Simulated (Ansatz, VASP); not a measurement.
## Pb in VASP and in Ansatz

```
Pb
1.0
     0.00000    2.47502    2.47502
     2.47502    0.00000    2.47502
     2.47502    2.47502    0.00000
Pb
1
Direct
  0.00000 0.00000 0.00000
```

Alike in both runs: task relaxation of cell and atoms; functional PBEsol; k mesh 9 × 9 × 9; occupations fermi-dirac, width 0.05 eV; no spin polarisation.

|  | VASP | Ansatz |
| --- | --- | --- |
| version | VASP 6.6.1 | Ansatz 0.2.0 |
| potentials or method | VASP PAW PBE potentials, release 64 (Pb_d), cutoff 600 eV | all-electron LAPW, scalar-relativistic |

```csv
,VASP,Ansatz,Ansatz less VASP
relaxed volume (Å³/atom),29.93,29.94,+0.008
relaxed cell length with the largest relative difference (Å),3.485,3.486,+0.0003
```

Ansatz ran all-electron here, so the differences hold the error of VASP's frozen core and of both bases.

Caveats: the PAW data sets were made with another functional, which shifts forces and pressure a little (VASP). The runs have no spin-orbit coupling, so splittings on Pb are missing.
